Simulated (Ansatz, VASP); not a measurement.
# One calculation of SiC, two programs

File INCAR:

```
  ALGO = Normal
  EDIFF = 1E-6
  ENCUT = 520
  GGA = PS
  ISIF = 2
  ISMEAR = 0
  LASPH = T
  LCHARG = F
  LREAL = F
  LWAVE = F
  NBANDS = 11
  NELM = 100
  PREC = Accurate
  SIGMA = 0.05
```

File KPOINTS:

```
k-points
0
Gamma
  10 10 10
```

The input POSCAR:

```
SiC
1.0
    0.0000000000      2.1783945700      2.1783945700
    2.1783945700      0.0000000000      2.1783945700
    2.1783945700      2.1783945700      0.0000000000
Si C
1 1
Direct
   -0.0058896495      0.0058896495      0.0058896495
    0.7637716098      0.7362283902      0.7362283902
```

Input for Ansatz:

```yaml
crystal:
  lattice:
    - [0.0, 2.17839457, 2.17839457]
    - [2.17839457, 0.0, 2.17839457]
    - [2.17839457, 2.17839457, 0.0]
  atoms:
    - { symbol: Si, position: [-0.0058896495, 0.0058896495, 0.0058896495] }
    - { symbol: C, position: [0.7637716098, 0.7362283902, 0.7362283902] }
basis:
  ecutwfc: 520.0
kpoints:
  mp_grid: { grid: [10, 10, 10] }
hamiltonian:
  xc: pbesol
  pseudopotentials: { kind: paw, azcp: { folder: soft_1 } }
scf:
  occupations: { method: gaussian, width: 0.05 }
output:
  forces: true
  stress: true
  eigenvalues: true
```

Change from the starting cell: mode 4 frozen in at -0.060 Å and mode 5 at +0.000 Å (largest displacements).

Alike in both runs: task single point; functional PBEsol; k mesh 10 × 10 × 10; occupations gaussian, width 0.05 eV; no spin polarisation.

|  | VASP | Ansatz |
| --- | --- | --- |
| version | VASP 6.6.1 | Ansatz 0.2.0 |
| potentials or method | VASP PAW PBE potentials, release 64 (Si, C) | scalar-relativistic, plane waves, PAW |
| plane-wave cutoff (eV) | 520 | 520 |
| valence electrons in the cell | 8 | 8 |

Ansatz gave:

- gap on the k mesh at the Fermi level (eV): 0.84
- least direct gap on the mesh (eV): 4.25
- pressure (GPa): 0.9
- largest component of the traceless stress (GPa): 5.68
- rms of the force components (eV/Å): 0.938

**Question.** Estimate VASP's values.

**Answer.** gap on the k mesh at the Fermi level (eV): 0.83; least direct gap on the mesh (eV): 4.24; pressure (GPa): 1.2; largest component of the traceless stress (GPa): 5.76; rms of the force components (eV/Å): 0.941.

Atom by atom the forces differ by 0.003 eV/Å (rms over components). Ansatz warned: «pseudo_functional_mismatch».

Caveats: the PAW data sets were made with another functional, which shifts forces and pressure a little (VASP). A k mesh can miss the band edges.
